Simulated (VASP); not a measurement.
# LiF (Griceite) (Fm-3m) in VASP: a series of runs, part 2 of 2

VASP 6.6.1. Earlier steps stand in the parts before.

### Step 3. Band structure, r2SCAN-EpsX

Contents of POSCAR:

```
LiF
1.0
    0.0000000000      2.0140000000      2.0140000000
    2.0140000000      0.0000000000      2.0140000000
    2.0140000000      2.0140000000      0.0000000000
F Li
1 1
Direct
    0.5000000000      0.5000000000      0.5000000000
    0.0000000000      0.0000000000      0.0000000000
```

Contents of INCAR.step1:

```
PREC = Accurate
ENCUT = 520
EDIFF = 1E-8
ISMEAR = 0
SIGMA = 0.02
LREAL = False
LASPH = True
NELM = 100
ALGO = Normal
ISIF = 2
LWAVE = False
LCHARG = False
GGA = PE
LEPSILON = True
KPAR = 4
```

Contents of KPOINTS.step1:

```
Automatic mesh
0
G
  12 12 12
  0 0 0
```

Contents of INCAR.step2:

```
PREC = Accurate
ENCUT = 520
EDIFF = 1E-5
ISMEAR = 0
SIGMA = 0.02
LREAL = False
LASPH = True
NELM = 100
ALGO = Normal
ISIF = 2
LWAVE = True
LCHARG = False
GGA = PE
KPAR = 4
```

Contents of KPOINTS.step2:

```
Automatic mesh
0
Gamma
  8 8 8
```

Contents of INCAR.step3:

```
PREC = Accurate
ENCUT = 520
EDIFF = 1E-6
ISMEAR = 0
SIGMA = 0.02
LREAL = False
LASPH = True
NELM = 100
ALGO = Normal
ISIF = 2
LWAVE = False
LCHARG = False
METAGGA = R2SCAN
LHFCALC = True
AEXX = 0.4861
LMIXTAU = True
PRECFOCK = Fast
ISTART = 1
HFRCUT = -1
KPAR = 4
```

Contents of KPOINTS.step3:

```
Automatic mesh
0
Gamma
  8 8 8
```

Contents of KPOINTS_OPT:

```
path GXWKGLUWLK,UX
12
line-mode
reciprocal
 0.0000000000  0.0000000000  0.0000000000  G
 0.5000000000  0.0000000000  0.5000000000  X

 0.5000000000  0.0000000000  0.5000000000  X
 0.5000000000  0.2500000000  0.7500000000  W

 0.5000000000  0.2500000000  0.7500000000  W
 0.3750000000  0.3750000000  0.7500000000  K

 0.3750000000  0.3750000000  0.7500000000  K
 0.0000000000  0.0000000000  0.0000000000  G

 0.0000000000  0.0000000000  0.0000000000  G
 0.5000000000  0.5000000000  0.5000000000  L

 0.5000000000  0.5000000000  0.5000000000  L
 0.6250000000  0.2500000000  0.6250000000  U

 0.6250000000  0.2500000000  0.6250000000  U
 0.5000000000  0.2500000000  0.7500000000  W

 0.5000000000  0.2500000000  0.7500000000  W
 0.5000000000  0.5000000000  0.5000000000  L

 0.5000000000  0.5000000000  0.5000000000  L
 0.3750000000  0.3750000000  0.7500000000  K

 0.6250000000  0.2500000000  0.6250000000  U
 0.5000000000  0.0000000000  0.5000000000  X
```

Potentials or basis: VASP PAW PBE potentials, release 64 (F, Li_sv).

Started as:

```sh
$ cat potpaw_PBE.64/F/POTCAR potpaw_PBE.64/Li_sv/POTCAR > POTCAR
$ cp INCAR.step1 INCAR
$ cp KPOINTS.step1 KPOINTS
$ mpirun -np 4 vasp_std > vasp.out
$ cp INCAR.step2 INCAR
$ cp KPOINTS.step2 KPOINTS
$ mpirun -np 4 vasp_std > vasp.out
$ cp INCAR.step3 INCAR
$ cp KPOINTS.step3 KPOINTS
$ mpirun -np 4 vasp_std > vasp.out
```

OUTCAR:

```text
PREC = Accurate
   ENCUT = 520
   EDIFF = 1E-6
   ISMEAR = 0
   LREAL = False
   LASPH = True
   NELM = 100
   ISIF = 2
   METAGGA = R2SCAN
   LHFCALC = True
   AEXX = 0.4861
   PRECFOCK = Fast
   ISTART = 1

 ion  position               nearest neighbor table
   1  0.500  0.500  0.500-   2 2.01   2 2.01   2 2.01   2 2.01   2 2.01   2 2.01
   2  0.000  0.000  0.000-   1 2.01   1 2.01   1 2.01   1 2.01   1 2.01   1 2.01

  LATTYP: Found a face centered cubic cell.
 ALAT       =     4.0280000000

  Lattice vectors:

 A1 = (   0.0000000000,   2.0140000000,   2.0140000000)
 A2 = (   2.0140000000,   0.0000000000,   2.0140000000)
 A3 = (   2.0140000000,   2.0140000000,   0.0000000000)

Analysis of symmetry for initial positions (statically):
=====================================================================
 Subroutine PRICEL returns:
 Original cell was already a primitive cell.

 Routine SETGRP: Setting up the symmetry group for a
 face centered cubic supercell.

 Subroutine GETGRP returns: Found 48 space group operations
 (whereof 48 operations were pure point group operations)
[... 172 lines left out ...]
  energy without entropy =      -15.26384312  energy(sigma->0) =      -15.26384312

 E-fermi :  -5.1814     XC(G=0):  -6.0214

 val. band max:       -5.4525362278   @ k =   0.0000   0.0000   0.0000
 cond. band min:       9.9777862556   @ k =   0.0000   0.0000   0.0000
 fundamental gap:     15.4303224833
 Fermi energy:        -5.1814262577

 k-point     1 :       0.0000    0.0000    0.0000
  band No.  band energies     occupation
      1     -50.8764      2.00000
      2     -28.9009      2.00000
      3      -5.4525      2.00000
      4      -5.4525      2.00000
      5      -5.4525      2.00000
      6       9.9778      0.00000
      7      25.6440      0.00000
      8      26.2281      0.00000
      9      26.2351      0.00000
[... 265 lines left out ...]
 k-point    24 :      -0.3750    0.2500    0.1250
  band No.  band energies     occupation
      1     -50.8073      2.00000
      2     -28.3038      2.00000
      3      -8.0279      2.00000
      4      -6.7861      2.00000
      5      -6.0044      2.00000
      6      13.6299      0.00000
      7      17.1921      0.00000
      8      20.6985      0.00000
      9      20.9382      0.00000

 [... further k-points ...]
[... 5 lines left out ...]
  --------------------------------------------------------------------------------------
  -------------------------------------------------------------------------------------
  Total       -0.5328615     -0.5328615     -0.5328615     -0.0000000      0.0000000      0.0000000
  in kB      -52.2536359    -52.2536359    -52.2536359     -0.0000000      0.0000000      0.0000000
  external PRESSURE =     -52.2536359 kB  Pullay stress =       0.0000000 kB

 VOLUME and BASIS-vectors are now :
 -----------------------------------------------------------------------------
  energy-cutoff  :      520.00
  volume of cell :       16.34
      direct lattice vectors                 reciprocal lattice vectors
     0.000000000  2.014000000  2.014000000    -0.248262165  0.248262165  0.248262165
     2.014000000  0.000000000  2.014000000     0.248262165 -0.248262165  0.248262165
     2.014000000  2.014000000  0.000000000     0.248262165  0.248262165 -0.248262165

 POSITION                                       TOTAL-FORCE (eV/Angst)
 -----------------------------------------------------------------------------------
      2.01400      2.01400      2.01400         0.000000      0.000000      0.000000
      0.00000      0.00000      0.00000        -0.000000     -0.000000     -0.000000
 -----------------------------------------------------------------------------------
    total drift:                               -0.000000      0.000000     -0.000000

  FREE ENERGIE OF THE ION-ELECTRON SYSTEM (eV)
  ---------------------------------------------------
  free  energy   TOTEN  =       -15.2638431174 eV

  energy  without entropy=      -15.2638431174  energy(sigma->0) =      -15.26384312
```

It took 8.4 min on 4 MPI ranks of AMD EPYC 9R45 (Zen 5), shared host; peak memory 0.18 GiB.

What came out:

```
Free energy             : -15.2638 eV
Band gap on the k mesh  : 15.43 eV, direct
Band gap along the path : 15.43 eV, direct
```

Levels at the corners of the path, in eV from the valence-band top:
```csv
point,band 1,band 2,band 3,band 4,band 5,band 6,band 7,band 8,band 9
Γ,-45.42,-23.45,0.00,0.00,0.00,15.43,31.09,31.10,31.12
X,-45.35,-22.70,-3.26,-1.11,-1.11,21.81,22.71,24.44,27.76
X,-45.35,-22.70,-3.26,-1.11,-1.11,21.81,22.71,24.44,27.76
W,-45.35,-22.72,-2.26,-2.26,-0.91,21.86,21.86,24.52,26.51
W,-45.35,-22.72,-2.26,-2.26,-0.91,21.86,21.86,24.52,26.51
K,-45.35,-22.74,-2.71,-1.73,-0.83,21.11,21.82,25.54,27.03
K,-45.35,-22.74,-2.71,-1.73,-0.83,21.11,21.82,25.54,27.03
Γ,-45.42,-23.45,0.00,0.00,0.00,15.43,31.09,31.10,31.15
Γ,-45.42,-23.45,0.00,0.00,0.00,15.43,31.09,31.11,31.21
L,-45.36,-22.97,-2.81,-0.27,-0.27,17.19,23.84,25.97,25.97
L,-45.36,-22.97,-2.81,-0.27,-0.27,17.19,23.84,25.97,25.97
U,-45.35,-22.74,-2.71,-1.73,-0.83,21.11,21.82,25.54,27.03
U,-45.35,-22.74,-2.71,-1.73,-0.83,21.11,21.82,25.54,27.03
W,-45.35,-22.72,-2.26,-2.26,-0.91,21.86,21.86,24.52,26.51
W,-45.35,-22.72,-2.26,-2.26,-0.91,21.86,21.86,24.52,26.51
L,-45.36,-22.97,-2.81,-0.27,-0.27,17.19,23.84,25.97,25.97
L,-45.36,-22.97,-2.81,-0.27,-0.27,17.19,23.84,25.97,25.97
K,-45.35,-22.74,-2.71,-1.73,-0.83,21.11,21.82,25.54,27.03
U,-45.35,-22.74,-2.71,-1.73,-0.83,21.11,21.82,25.54,27.03
X,-45.35,-22.70,-3.26,-1.11,-1.11,21.81,22.71,24.44,27.76
```

Caveat: the cutoff is under 1.25 times the usual one of these potentials, so pressure, stress and relaxed cells hold a basis-set (Pulay) error; the PAW data sets were made with another functional, which shifts forces and pressure a little.

### Step 4. Band structure, PBE

POSCAR is that of step 3.

Contents of INCAR.step1:

```
  ALGO = Normal
  EDIFF = 1E-7
  ENCUT = 500
  GGA = PE
  ISIF = 2
  ISMEAR = -1
  LASPH = T
  LCHARG = T
  LREAL = F
  LWAVE = F
  NELM = 60
  PREC = Accurate
  SIGMA = 0.05
```

Contents of KPOINTS.step1:

```
k-points
0
Gamma
  11 11 11
```

Contents of INCAR.step2:

```
  ALGO = Normal
  EDIFF = 1E-7
  ENCUT = 500
  GGA = PE
  ICHARG = 11
  ISIF = 2
  ISMEAR = 0
  LASPH = T
  LCHARG = F
  LREAL = F
  LWAVE = F
  NELM = 60
  PREC = Accurate
  SIGMA = 0.05
```

Contents of KPOINTS.step2:

```
path GXWKGLUWLK,UX
20
line-mode
reciprocal
 0.0000000000  0.0000000000  0.0000000000  G
 0.5000000000  0.0000000000  0.5000000000  X

 0.5000000000  0.0000000000  0.5000000000  X
 0.5000000000  0.2500000000  0.7500000000  W

 0.5000000000  0.2500000000  0.7500000000  W
 0.3750000000  0.3750000000  0.7500000000  K

 0.3750000000  0.3750000000  0.7500000000  K
 0.0000000000  0.0000000000  0.0000000000  G

 0.0000000000  0.0000000000  0.0000000000  G
 0.5000000000  0.5000000000  0.5000000000  L

 0.5000000000  0.5000000000  0.5000000000  L
 0.6250000000  0.2500000000  0.6250000000  U

 0.6250000000  0.2500000000  0.6250000000  U
 0.5000000000  0.2500000000  0.7500000000  W

 0.5000000000  0.2500000000  0.7500000000  W
 0.5000000000  0.5000000000  0.5000000000  L

 0.5000000000  0.5000000000  0.5000000000  L
 0.3750000000  0.3750000000  0.7500000000  K

 0.6250000000  0.2500000000  0.6250000000  U
 0.5000000000  0.0000000000  0.5000000000  X
```

Potentials or basis: VASP PAW PBE potentials, release 64 (F, Li).

Started as:

```sh
$ cat potpaw_PBE.64/F/POTCAR potpaw_PBE.64/Li/POTCAR > POTCAR
$ cp INCAR.step1 INCAR
$ cp KPOINTS.step1 KPOINTS
$ mpirun -np 1 vasp_std > vasp.out
$ cp INCAR.step2 INCAR
$ cp KPOINTS.step2 KPOINTS
$ mpirun -np 1 vasp_std > vasp.out
```

Run time: 7.3 s. Hardware: 1 thread of Intel Xeon 6975P-C (Granite Rapids), shared host; peak memory 0.14 GiB.

The run converged. Its results:

```yaml
Band_gap_on_the_k_mesh: 9.07 eV, direct
Band_gap_along_the_path: 9.07 eV, direct
```

Levels at the corners of the path, in eV from the valence-band top:
```tsv
point	band 1	band 2	band 3	band 4	band 5	band 6	band 7	band 8
Γ	-20.01	0.00	0.00	0.00	9.07	24.13	24.13	24.15
X	-19.28	-2.99	-0.99	-0.99	14.82	16.48	17.43	20.29
X	-19.28	-2.99	-0.99	-0.99	14.82	16.48	17.43	20.29
W	-19.30	-2.07	-2.07	-0.80	15.06	15.06	17.46	19.23
W	-19.30	-2.07	-2.07	-0.80	15.06	15.06	17.46	19.23
K	-19.32	-2.49	-1.56	-0.73	14.49	14.91	18.41	19.72
K	-19.32	-2.49	-1.56	-0.73	14.49	14.91	18.41	19.72
Γ	-20.01	0.00	0.00	0.00	9.07	24.13	24.13	24.16
Γ	-20.01	0.00	0.00	0.00	9.07	24.13	24.13	24.24
L	-19.53	-2.53	-0.23	-0.23	10.78	16.73	18.94	18.94
L	-19.53	-2.53	-0.23	-0.23	10.78	16.73	18.94	18.94
U	-19.32	-2.49	-1.56	-0.73	14.49	14.91	18.41	19.72
U	-19.32	-2.49	-1.56	-0.73	14.49	14.91	18.41	19.72
W	-19.30	-2.07	-2.07	-0.80	15.06	15.06	17.46	19.23
W	-19.30	-2.07	-2.07	-0.80	15.06	15.06	17.46	19.23
L	-19.53	-2.53	-0.23	-0.23	10.78	16.73	18.94	18.94
L	-19.53	-2.53	-0.23	-0.23	10.78	16.73	18.94	18.94
K	-19.32	-2.49	-1.56	-0.73	14.49	14.91	18.41	19.72
U	-19.32	-2.49	-1.56	-0.73	14.49	14.91	18.41	19.72
X	-19.28	-2.99	-0.99	-0.99	14.82	16.48	17.43	20.29
```

Caveat: the log is that of the step along the path at fixed density, whose energy, stress, charges and moments have no meaning. Expect the measured gap to be larger: semilocal functionals such as PBE lack the derivative discontinuity.

### Step 5. The reference run

An earlier run on the cell as given: functional PBE; potentials or basis VASP PAW PBE potentials, release 64 (F, Li_sv); cutoff 520 eV; k mesh 11 × 11 × 11; occupations fermi-dirac, width 0.05 eV; no spin polarisation.

* Band gap on the k mesh: 9.09 eV, direct

### Step 6. Overview

| task | level | potentials or basis | k mesh | cutoff (eV) | smearing | ladder | grid for exact exchange (PRECFOCK) | exchange at q = 0 | share of exact exchange | gap on the mesh (eV) |
| --- | --- | --- | --- | --- | --- | --- | --- | --- | --- | --- |
| band structure | PBE0 | VASP PAW PBE potentials, release 64 (F, Li_sv) | 8 × 8 × 8 | 520 | gaussian 0.02 eV | gaps | Fast | truncated | - | 12.14 |
| band structure | r2SCAN-EpsX | VASP PAW PBE potentials, release 64 (F, Li_sv) | 8 × 8 × 8 | 520 | gaussian 0.02 eV | gaps | Fast | truncated | 0.4861 | 15.43 |
| band structure | PBE | VASP PAW PBE potentials, release 64 (F, Li) | 11 × 11 × 11 | 500 | fermi-dirac 0.05 eV | - | - | - | - | 9.07 |
| single point | PBE | VASP PAW PBE potentials, release 64 (F, Li_sv) | 11 × 11 × 11 | 520 | fermi-dirac 0.05 eV | - | - | - | - | 9.09 |

Alike in all rows: no spin polarisation; cell as given.

Caveats: the cutoff is under 1.25 times the usual one of these potentials, so pressure, stress and relaxed cells hold a basis-set (Pulay) error (some runs); the PAW data sets were made with another functional, which shifts forces and pressure a little (some runs); an odd mesh through Γ misses points on the zone boundary, where band edges often lie (some runs).

Total energies depend on the potentials used, so only differences within one code and one set of settings carry meaning.
